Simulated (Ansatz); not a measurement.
# C(111) slab, H on the bottom face (45 atoms): support functions against a reference, part 2 of 3

Aim: test how closely localised support functions follow the reference on C(111) slab, H on the bottom face (45 atoms), and at what cost. A setting counts as converged where the r.m.s. difference of forces stays under 1 % of the r.m.s. force.

Ansatz 0.2.0; Kohn-Sham DFT, PBE+D3(BJ), PAW (set soft_2), plane waves.

The cell: 36 C and 9 H. Beside vacuum, support functions can miss their usual error bounds without a warning. The main run has no spin polarisation.

So far. Step 4 (Support functions medium): Forces differ from the reference by 0.66 meV/Å r.m.s., 0.037 % of their size, well within a tolerance of 1 %; the energy by -0.19 meV/atom. It took 4.2 times the reference's time (shared host, so rough). Step 5 (Support functions low): Forces differ from the reference by 0.72 meV/Å r.m.s., 0.041 % of their size, well within a tolerance of 1 %; the energy by -0.19 meV/atom. It took 3.9 times the reference's time (shared host, so rough).

### 6. Support functions high

With localised support functions most steps grow linearly with size, though the diagonalisation grows faster unless the density matrix is cut; this run measures error and cost at this size. The level high gives here a grid of 48×48×90 points and a radius of 3.85 Å. Besides, the program derives a nominal cutoff of 420 eV for this run, against the reference's 750.

This step: Kohn-Sham DFT, PBE+D3(BJ), PAW (set soft_2), localised support functions (high) (Ansatz 0.2.0).

input.yaml reads:

```yaml
crystal:
  lattice:
    - [7.56675, 0.0, 0.0]
    - [-3.78337, 6.553, 0.0]
    - [0.0, 0.0, 15.66426]
  atoms:
    [... the 45 atom lines of step 2 ...]
kpoints:
  mp_grid: { grid: [2, 2, 1] }
hamiltonian:
  xc: pbe
  dispersion: d3bj
scf:
  occupations: { method: fermi_dirac, width: 0.025 }
  eigensolver: { kind: { support_functions: { accuracy: high } } }
  mixing: { beta: 0.4 }
  max_iter: 150
output:
  forces: true
  eigenvalues: true
```

On the command line:

```sh
$ ansatz run input.yaml --threads 4 --pin off --max-ram 8192MiB --backend cpu --events-out ev --progress --plain --runs-dir out
```

The log of the run:

```text
[...]
Crystal: 45 atoms, lattice volume = 776.711 Å³
Basis set: ecut = 420 eV, 15185 PW (Γ), exchange–correlation on 120×120×240 points (8 copies of the dense FFT grid, shifted against one another)
Bands: 92, of which v1, the nominal top of the filled ones, is band 77 counted from 1 (76 counted from 0)
Symmetry: 1 space group operations
k-points: 4
[...]
Eigensolver: Support functions (high, 48×48×90 points, laid for a spacing of at most 0.176269 Å, radius 3.846067 Å, 24 sites without an atom, 2 species' potentials softened for the grid, 2 wholly corrected for its errors in the mean over positions, 2 with the egg-box correction, energy correction by stochastic trace)
[...]
SCF iter   1: F=—  HF=-9163.371339 eV  |F-HF|=—  |Δ(HF+E_count)|=         —  Δρ=7.11e-2  dr2=3.94e1  ethr=1.00e-1
[...]
SCF iter  28: F=—  HF=-9156.855440 eV  |F-HF|=—  |Δ(HF+E_count)|=   9.89e-6  Δρ=3.06e-7  dr2=1.61e-9  ethr=1.82e-12  κ⁻¹=5.3e-6(r=7)
SCF iter  29: F=-9156.855450 eV  HF=-9156.855450 eV  |F-HF|=1.05e-9  |Δ(HF+E_count)|=   9.25e-6  Δρ=2.38e-7  dr2=8.99e-10  ethr=1.06e-12
SCF 1 converged in 29 iterations: F = -9156.855810 eV  dr2 = 8.99e-10
[...]
SCF converged after 29 iterations
[...]
Free energy (F): -9156.855810 eV
[...]
Internal energy: -9156.717923 eV  (E = F + TS)
E sigma→0 (E₀):  -9156.786866 eV
Entropy (-TS):   -0.137887 eV (-3.064 meV/atom)
Fermi energy:    0.748705 eV
[...]
Σ components = -9156.855810   (vs F -9156.855810, Δ=0.00e0)
--- Forces (eV/Å), atoms counted from 1 ---
  atom   1  C      0.41402151    -0.81945101    -1.17656966
  atom   2  C      0.80549939     0.20289476     0.84371359
  atom   3  C     -0.02749379    -0.30437965    -4.27642030
  atom   4  C      0.08267285     0.03889121     4.56540571
[...]
atom  45  H      0.12322038    -0.05836915    -0.53251910
  max |Σ_I F_I| component: 1.30e-3 eV/Å
--- Band table (eV) ---
[...]
```

Wall time 2.2 min (4 threads of AMD EPYC 9R45, shared host); peak memory 3.3 GiB.

Keys that differ from the reference: basis.ecutwfc removed, support_functions.accuracy = "high", scf.max_iter = 150 and scf.mixing.beta = 0.4.

Forces differ from the reference by 0.23 meV/Å r.m.s., 0.013 % of their size, well within a tolerance of 1 %; the energy by -0.14 meV/atom. It took 13 times the reference's time (shared host, so rough).

### 7. Support functions medium, radius 3.12 Å

The radius confines each support function; a larger one gives more freedom and more work per atom. Besides, the program derives a nominal cutoff of 420 eV for this run, against the reference's 750.

This step: Kohn-Sham DFT, PBE+D3(BJ), PAW (set soft_2), localised support functions (medium) (Ansatz 0.2.0).

input.yaml, the sections that differ from step 6:

```yaml
scf:
  occupations: { method: fermi_dirac, width: 0.025 }
  eigensolver: { kind: { support_functions: { accuracy: medium, radius: 3.12 } } }
  mixing: { beta: 0.4 }
  max_iter: 150
# crystal, kpoints, hamiltonian, output: as in step 6
```

The log of the run:

```text
[...]
Crystal: 45 atoms, lattice volume = 776.711 Å³
Basis set: ecut = 420 eV, 15185 PW (Γ), exchange–correlation on 108×108×216 points (8 copies of the dense FFT grid, shifted against one another)
Bands: 92, of which v1, the nominal top of the filled ones, is band 77 counted from 1 (76 counted from 0)
Symmetry: 1 space group operations
k-points: 4
[...]
SCF iter   1: F=—  HF=-9161.807128 eV  |F-HF|=—  |Δ(HF+E_count)|=         —  Δρ=6.97e-2  dr2=3.78e1  ethr=1.00e-1
[...]
SCF iter  20: F=—  HF=-9156.855803 eV  |F-HF|=—  |Δ(HF+E_count)|=   2.93e-6  Δρ=1.05e-5  dr2=1.08e-6  ethr=2.13e-9  κ⁻¹=3.6e-5(r=7)
SCF iter  21: F=-9156.855804 eV  HF=-9156.855803 eV  |F-HF|=4.01e-7  |Δ(HF+E_count)|=   6.12e-7  Δρ=8.90e-6  dr2=7.53e-7  ethr=7.07e-10
SCF 1 converged in 21 iterations: F = -9156.858003 eV  dr2 = 7.53e-7
[...]
SCF converged after 21 iterations
[...]
Free energy (F): -9156.858003 eV
[...]
Internal energy: -9156.720192 eV  (E = F + TS)
E sigma→0 (E₀):  -9156.789097 eV
Entropy (-TS):   -0.137812 eV (-3.062 meV/atom)
Fermi energy:    0.749133 eV
[...]
Σ components = -9156.858003   (vs F -9156.858003, Δ=0.00e0)
--- Forces (eV/Å), atoms counted from 1 ---
  atom   1  C      0.41405435    -0.81943380    -1.17569616
  atom   2  C      0.80548837     0.20321694     0.84254352
  atom   3  C     -0.02743411    -0.30448221    -4.27621459
  atom   4  C      0.08253558     0.03899489     4.56515358
[...]
atom  45  H      0.12326350    -0.05834825    -0.53094602
  max |Σ_I F_I| component: 4.36e-3 eV/Å
--- Band table (eV) ---
[...]
```

Wall time 43 s (4 threads); peak memory 1.6 GiB.

Keys that differ from the reference: basis.ecutwfc removed, support_functions.accuracy = "medium", support_functions.radius = 3.12, scf.max_iter = 150 and scf.mixing.beta = 0.4.

Forces differ from the reference by 0.72 meV/Å r.m.s., 0.041 % of their size, well within a tolerance of 1 %; the energy by -0.19 meV/atom. It took 4.2 times the reference's time (shared host, so rough).

### 8. Support functions medium, radius 3.37 Å

The radius confines each support function; a larger one gives more freedom and more work per atom. Besides, the program derives a nominal cutoff of 420 eV for this run, against the reference's 750.

input.yaml, the sections that differ from step 7:

```yaml
scf:
  occupations: { method: fermi_dirac, width: 0.025 }
  eigensolver: { kind: { support_functions: { accuracy: medium, radius: 3.37 } } }
  mixing: { beta: 0.4 }
  max_iter: 150
# crystal, kpoints, hamiltonian, output: as in step 7
```

The log of the run:

```text
[...]
Crystal: 45 atoms, lattice volume = 776.711 Å³
Basis set: ecut = 420 eV, 15185 PW (Γ), exchange–correlation on 108×108×216 points (8 copies of the dense FFT grid, shifted against one another)
Bands: 92, of which v1, the nominal top of the filled ones, is band 77 counted from 1 (76 counted from 0)
Symmetry: 1 space group operations
k-points: 4
[...]
SCF iter   1: F=—  HF=-9162.662784 eV  |F-HF|=—  |Δ(HF+E_count)|=         —  Δρ=7.00e-2  dr2=3.79e1  ethr=1.00e-1
[...]
SCF iter  21: F=—  HF=-9156.856817 eV  |F-HF|=—  |Δ(HF+E_count)|=   8.13e-7  Δρ=9.43e-6  dr2=9.65e-7  ethr=1.22e-9  κ⁻¹=9.7e-6(r=7)
SCF iter  22: F=-9156.856818 eV  HF=-9156.856818 eV  |F-HF|=1.65e-7  |Δ(HF+E_count)|=   2.35e-7  Δρ=5.55e-6  dr2=2.80e-7  ethr=6.31e-10
SCF 1 converged in 22 iterations: F = -9156.857998 eV  dr2 = 2.80e-7
[...]
SCF converged after 22 iterations
[...]
Free energy (F): -9156.857998 eV
[...]
Internal energy: -9156.720149 eV  (E = F + TS)
E sigma→0 (E₀):  -9156.789074 eV
Entropy (-TS):   -0.137848 eV (-3.063 meV/atom)
Fermi energy:    0.748812 eV
[...]
Σ components = -9156.857998   (vs F -9156.857998, Δ=0.00e0)
--- Forces (eV/Å), atoms counted from 1 ---
  atom   1  C      0.41390399    -0.81930312    -1.17572899
  atom   2  C      0.80560587     0.20303634     0.84246258
  atom   3  C     -0.02750701    -0.30434173    -4.27623603
  atom   4  C      0.08274016     0.03890292     4.56493879
[...]
atom  45  H      0.12330896    -0.05836738    -0.53086912
  max |Σ_I F_I| component: 3.53e-3 eV/Å
--- Band table (eV) ---
[...]
```

Wall time 47 s (4 threads); peak memory 1.7 GiB.

Keys that differ from the reference: basis.ecutwfc removed, support_functions.accuracy = "medium", support_functions.radius = 3.37, scf.max_iter = 150 and scf.mixing.beta = 0.4.

Forces differ from the reference by 0.68 meV/Å r.m.s., 0.038 % of their size, well within a tolerance of 1 %; the energy by -0.19 meV/atom. It took 4.7 times the reference's time (shared host, so rough).

### 9. Support functions medium, radius 3.6 Å

The radius confines each support function; a larger one gives more freedom and more work per atom. Besides, the program derives a nominal cutoff of 420 eV for this run, against the reference's 750.

input.yaml, the sections that differ from step 8:

```yaml
scf:
  occupations: { method: fermi_dirac, width: 0.025 }
  eigensolver: { kind: { support_functions: { accuracy: medium, radius: 3.6 } } }
  mixing: { beta: 0.4 }
  max_iter: 150
# crystal, kpoints, hamiltonian, output: as in step 8
```

The log of the run:

```text
[...]
Crystal: 45 atoms, lattice volume = 776.711 Å³
Basis set: ecut = 420 eV, 15185 PW (Γ), exchange–correlation on 108×108×216 points (8 copies of the dense FFT grid, shifted against one another)
Bands: 92, of which v1, the nominal top of the filled ones, is band 77 counted from 1 (76 counted from 0)
Symmetry: 1 space group operations
k-points: 4
[...]
SCF iter   1: F=—  HF=-9163.073499 eV  |F-HF|=—  |Δ(HF+E_count)|=         —  Δρ=7.06e-2  dr2=3.87e1  ethr=1.00e-1
[...]
SCF iter  20: F=—  HF=-9156.857267 eV  |F-HF|=—  |Δ(HF+E_count)|=   1.76e-6  Δρ=9.85e-6  dr2=1.10e-6  ethr=1.81e-9  κ⁻¹=1.5e-4(r=7)
SCF iter  21: F=-9156.857267 eV  HF=-9156.857267 eV  |F-HF|=6.12e-9  |Δ(HF+E_count)|=   1.21e-7  Δρ=7.33e-6  dr2=6.12e-7  ethr=7.17e-10
SCF 1 converged in 21 iterations: F = -9156.857988 eV  dr2 = 6.12e-7
[...]
SCF converged after 21 iterations
[...]
Free energy (F): -9156.857988 eV
[...]
Internal energy: -9156.720120 eV  (E = F + TS)
E sigma→0 (E₀):  -9156.789054 eV
Entropy (-TS):   -0.137868 eV (-3.064 meV/atom)
Fermi energy:    0.748782 eV
[...]
Σ components = -9156.857988   (vs F -9156.857988, Δ=0.00e0)
--- Forces (eV/Å), atoms counted from 1 ---
  atom   1  C      0.41395698    -0.81945452    -1.17580291
  atom   2  C      0.80554685     0.20307700     0.84267709
  atom   3  C     -0.02747279    -0.30447901    -4.27620685
  atom   4  C      0.08260826     0.03909231     4.56492919
[...]
atom  45  H      0.12327066    -0.05835613    -0.53106821
  max |Σ_I F_I| component: 5.22e-3 eV/Å
--- Band table (eV) ---
[...]
```

The job ended after 49 s (4 threads; peak memory 1.8 GiB; 3.1 min of CPU time).

Keys that differ from the reference: basis.ecutwfc removed, support_functions.accuracy = "medium", support_functions.radius = 3.6, scf.max_iter = 150 and scf.mixing.beta = 0.4.

Forces differ from the reference by 0.65 meV/Å r.m.s., 0.036 % of their size, well within a tolerance of 1 %; the energy by -0.19 meV/atom. It took 4.9 times the reference's time (shared host, so rough).

### 10. Support functions medium, radius 3.86 Å

The radius confines each support function; a larger one gives more freedom and more work per atom. Besides, the program derives a nominal cutoff of 420 eV for this run, against the reference's 750.

input.yaml, the sections that differ from step 9:

```yaml
scf:
  occupations: { method: fermi_dirac, width: 0.025 }
  eigensolver: { kind: { support_functions: { accuracy: medium, radius: 3.86 } } }
  mixing: { beta: 0.4 }
  max_iter: 150
# crystal, kpoints, hamiltonian, output: as in step 9
```

The log of the run:

```text
[...]
Crystal: 45 atoms, lattice volume = 776.711 Å³
Basis set: ecut = 420 eV, 15185 PW (Γ), exchange–correlation on 108×108×216 points (8 copies of the dense FFT grid, shifted against one another)
Bands: 92, of which v1, the nominal top of the filled ones, is band 77 counted from 1 (76 counted from 0)
Symmetry: 1 space group operations
k-points: 4
[...]
SCF iter   1: F=—  HF=-9163.374758 eV  |F-HF|=—  |Δ(HF+E_count)|=         —  Δρ=7.09e-2  dr2=3.92e1  ethr=1.00e-1
[...]
SCF iter  20: F=—  HF=-9156.857523 eV  |F-HF|=—  |Δ(HF+E_count)|=   4.38e-6  Δρ=1.07e-5  dr2=1.29e-6  ethr=2.31e-9  κ⁻¹=6.7e-5(r=7)
SCF iter  21: F=-9156.857523 eV  HF=-9156.857523 eV  |F-HF|=2.02e-7  |Δ(HF+E_count)|=   4.02e-8  Δρ=7.93e-6  dr2=6.81e-7  ethr=8.42e-10
SCF 1 converged in 21 iterations: F = -9156.857999 eV  dr2 = 6.81e-7
[...]
SCF converged after 21 iterations
[...]
Free energy (F): -9156.857999 eV
[...]
Internal energy: -9156.720119 eV  (E = F + TS)
E sigma→0 (E₀):  -9156.789059 eV
Entropy (-TS):   -0.137880 eV (-3.064 meV/atom)
Fermi energy:    0.748807 eV
[...]
Σ components = -9156.857999   (vs F -9156.857999, Δ=0.00e0)
--- Forces (eV/Å), atoms counted from 1 ---
  atom   1  C      0.41393431    -0.81942969    -1.17582701
  atom   2  C      0.80551540     0.20305953     0.84269998
  atom   3  C     -0.02746476    -0.30447860    -4.27620140
  atom   4  C      0.08274557     0.03902789     4.56489469
[...]
atom  45  H      0.12329771    -0.05838617    -0.53107336
  max |Σ_I F_I| component: 5.37e-3 eV/Å
--- Band table (eV) ---
[...]
```

The job ended after 56 s (4 threads; peak memory 2 GiB; 3.6 min of CPU time).

Keys that differ from the reference: basis.ecutwfc removed, support_functions.accuracy = "medium", support_functions.radius = 3.86, scf.max_iter = 150 and scf.mixing.beta = 0.4.

Forces differ from the reference by 0.63 meV/Å r.m.s., 0.035 % of their size, well within a tolerance of 1 %; the energy by -0.19 meV/atom. It took 5.6 times the reference's time (shared host, so rough).

### 11. Support functions medium, radius 4.34 Å

The radius confines each support function; a larger one gives more freedom and more work per atom. Besides, the program derives a nominal cutoff of 420 eV for this run, against the reference's 750.

input.yaml, the sections that differ from step 10:

```yaml
scf:
  occupations: { method: fermi_dirac, width: 0.025 }
  eigensolver: { kind: { support_functions: { accuracy: medium, radius: 4.34 } } }
  mixing: { beta: 0.4 }
  max_iter: 150
# crystal, kpoints, hamiltonian, output: as in step 10
```

The log of the run:

```text
[...]
Crystal: 45 atoms, lattice volume = 776.711 Å³
Basis set: ecut = 420 eV, 15185 PW (Γ), exchange–correlation on 108×108×216 points (8 copies of the dense FFT grid, shifted against one another)
Bands: 92, of which v1, the nominal top of the filled ones, is band 77 counted from 1 (76 counted from 0)
Symmetry: 1 space group operations
k-points: 4
[...]
SCF iter   1: F=—  HF=-9163.571255 eV  |F-HF|=—  |Δ(HF+E_count)|=         —  Δρ=7.11e-2  dr2=3.96e1  ethr=1.00e-1
[...]
SCF iter  20: F=—  HF=-9156.857754 eV  |F-HF|=—  |Δ(HF+E_count)|=   4.71e-6  Δρ=1.08e-5  dr2=1.42e-6  ethr=2.27e-9  κ⁻¹=5.7e-5(r=7)
SCF iter  21: F=-9156.857754 eV  HF=-9156.857754 eV  |F-HF|=1.88e-7  |Δ(HF+E_count)|=   2.01e-7  Δρ=7.56e-6  dr2=5.92e-7  ethr=9.28e-10
SCF 1 converged in 21 iterations: F = -9156.857998 eV  dr2 = 5.92e-7
[...]
SCF converged after 21 iterations
[...]
Free energy (F): -9156.857998 eV
[...]
Internal energy: -9156.720114 eV  (E = F + TS)
E sigma→0 (E₀):  -9156.789056 eV
Entropy (-TS):   -0.137883 eV (-3.064 meV/atom)
Fermi energy:    0.748744 eV
[...]
Σ components = -9156.857998   (vs F -9156.857998, Δ=0.00e0)
--- Forces (eV/Å), atoms counted from 1 ---
  atom   1  C      0.41391489    -0.81939780    -1.17592400
  atom   2  C      0.80553821     0.20303049     0.84268338
  atom   3  C     -0.02753623    -0.30449471    -4.27615641
  atom   4  C      0.08283959     0.03895925     4.56494933
[...]
atom  45  H      0.12329466    -0.05835639    -0.53106540
  max |Σ_I F_I| component: 4.74e-3 eV/Å
--- Band table (eV) ---
[...]
```

Wall time 71 s (4 threads); peak memory 2.3 GiB; 4.6 min of CPU time.

Keys that differ from the reference: basis.ecutwfc removed, support_functions.accuracy = "medium", support_functions.radius = 4.34, scf.max_iter = 150 and scf.mixing.beta = 0.4.

Forces differ from the reference by 0.61 meV/Å r.m.s., 0.035 % of their size, well within a tolerance of 1 %; the energy by -0.19 meV/atom. It took 7.1 times the reference's time (shared host, so rough).

### 12. Support functions medium, radius 4.82 Å

The radius confines each support function; a larger one gives more freedom and more work per atom. Besides, the program derives a nominal cutoff of 420 eV for this run, against the reference's 750.

input.yaml, the sections that differ from step 11:

```yaml
scf:
  occupations: { method: fermi_dirac, width: 0.025 }
  eigensolver: { kind: { support_functions: { accuracy: medium, radius: 4.82 } } }
  mixing: { beta: 0.4 }
  max_iter: 150
# crystal, kpoints, hamiltonian, output: as in step 11
```

The log of the run:

```text
[...]
Crystal: 45 atoms, lattice volume = 776.711 Å³
Basis set: ecut = 420 eV, 15185 PW (Γ), exchange–correlation on 108×108×216 points (8 copies of the dense FFT grid, shifted against one another)
Bands: 92, of which v1, the nominal top of the filled ones, is band 77 counted from 1 (76 counted from 0)
Symmetry: 1 space group operations
k-points: 4
[...]
SCF iter   1: F=—  HF=-9163.596349 eV  |F-HF|=—  |Δ(HF+E_count)|=         —  Δρ=7.12e-2  dr2=3.97e1  ethr=1.00e-1
[...]
SCF iter  20: F=—  HF=-9156.857876 eV  |F-HF|=—  |Δ(HF+E_count)|=   2.45e-6  Δρ=1.09e-5  dr2=1.27e-6  ethr=1.67e-9  κ⁻¹=3.9e-5(r=7)
SCF iter  21: F=-9156.857877 eV  HF=-9156.857877 eV  |F-HF|=3.75e-7  |Δ(HF+E_count)|=   1.14e-6  Δρ=6.54e-6  dr2=3.67e-7  ethr=8.28e-10
SCF 1 converged in 21 iterations: F = -9156.857997 eV  dr2 = 3.67e-7
[...]
SCF converged after 21 iterations
[...]
Free energy (F): -9156.857997 eV
[...]
Internal energy: -9156.720106 eV  (E = F + TS)
E sigma→0 (E₀):  -9156.789051 eV
Entropy (-TS):   -0.137890 eV (-3.064 meV/atom)
Fermi energy:    0.748706 eV
[...]
Σ components = -9156.857997   (vs F -9156.857997, Δ=0.00e0)
--- Forces (eV/Å), atoms counted from 1 ---
  atom   1  C      0.41390905    -0.81939455    -1.17587524
  atom   2  C      0.80556033     0.20300437     0.84259291
  atom   3  C     -0.02751447    -0.30446160    -4.27605747
  atom   4  C      0.08276924     0.03897094     4.56483363
[...]
atom  45  H      0.12331965    -0.05837442    -0.53104882
  max |Σ_I F_I| component: 4.53e-3 eV/Å
--- Band table (eV) ---
[...]
```

Run time: 91 s. Hardware: 4 threads; peak memory 2.7 GiB.

Keys that differ from the reference: basis.ecutwfc removed, support_functions.accuracy = "medium", support_functions.radius = 4.82, scf.max_iter = 150 and scf.mixing.beta = 0.4.

Forces differ from the reference by 0.62 meV/Å r.m.s., 0.035 % of their size, well within a tolerance of 1 %; the energy by -0.19 meV/atom. It took 9.0 times the reference's time (shared host, so rough).

### 13. Support functions medium, radius 2.73 Å

The radius confines each support function; a larger one gives more freedom and more work per atom.

input.yaml, the sections that differ from step 12:

```yaml
scf:
  occupations: { method: fermi_dirac, width: 0.025 }
  eigensolver: { kind: { support_functions: { accuracy: medium, radius: 2.73 } } }
  mixing: { beta: 0.4 }
  max_iter: 150
# crystal, kpoints, hamiltonian, output: as in step 12
```

The log of the run:

```text
Warning: scf.eigensolver.kind.support_functions: disabling space-group detection — the functions' gradient is summed over unrotated k-points, so no spatial operation reduces the k-mesh or symmetrises the density; time reversal is kept, so that k and −k are solved as one point where they differ and the mesh holds both, and exact exchange and, on two spinor components, a DFT+U term hold to it where the run has them: [...]
settings of this run that can trade accuracy for cost: scf.eigensolver.kind.support_functions [...]
Engine: ansatz 0.2.0, x86_64-unknown-linux-gnu
Pseudopotentials: kind: paw
Pseudopotential: C, paw, valence charge 4, recommended cutoff 420 eV (normal), C.paw.azcp
Pseudopotential: H, paw, valence charge 1, recommended cutoff 420 eV (normal), H.paw.azcp
[... 5 lines on functional and potentials left out ...]
Error: SCF: the radius of support functions is under 3.06 Å, the least for these sites at the functions' level (scf.eigensolver.kind.support_functions.accuracy). Use scf.eigensolver.kind: auto, or type scf.eigensolver.kind.support_functions.radius at least as long, [...]
```

It took 0.65 s on 4 threads; peak memory 0.23 GiB.

The program refuses radii under 3.06 Å for these atoms at this level.

(Part 2 of 3 ends here.)

[Logs are printed without paths, hosts, clocks, repeated set-up lines and the standing remarks that a program may print on its own settings, such as how far it seeks lower states.]

[Hosts, paths, dates, database ids (printed as entryN), source tags and the programs' standing remarks are cut or masked in the printed files.]
